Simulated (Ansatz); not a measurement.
Barrier of one jump, Zn in ZnS

Theory: DFT PBEsol, scalar-relativistic, plane waves, PAW in Ansatz 0.2.0. Settings: 420 eV cutoff, 2×2×2 k-mesh, Gaussian smearing of 0.02 eV, no spin polarisation.

Host crystal, relaxed:

```
Zn S
1.0
     0.00000    2.67805    2.67805
     2.67805    0.00000    2.67805
     2.67805    2.67805    0.00000
Zn S
1 1
Direct
  0.00000 0.00000 0.00000
  0.75000 0.75000 0.75000
```

In a supercell of 16 host sites with charge -2, Zn trades places with a neighbouring Zn vacancy, moving 3.79 Å between the relaxed ends. Climbing-image nudged elastic band at fixed cell with images 0 (start) to 4 (end), the path measured over all atoms, converged to 0.05 eV/Å; the order of the saddle wasn't checked, and the small cell leaves errors of about a tenth of an eV.

Supercell rows in host cell vectors: 0 -2 2; 0 0 2; -2 0 2. Zn was set at (0.000, 0.000, 0.000) of the host cell.

At the relaxed start Zn has 2 S at 2.29 Å, 2 S at 2.39 Å.

Problem. What barrier does the band give, and what surrounds the atom at the top?

Solution. 1.51 eV at image 2, where Zn has 1 S at 2.26 Å, 4 S at 2.60 Å.

Cost: 1 run of about 7.1 core-minutes, on Arm Neoverse V2 (shared hosts).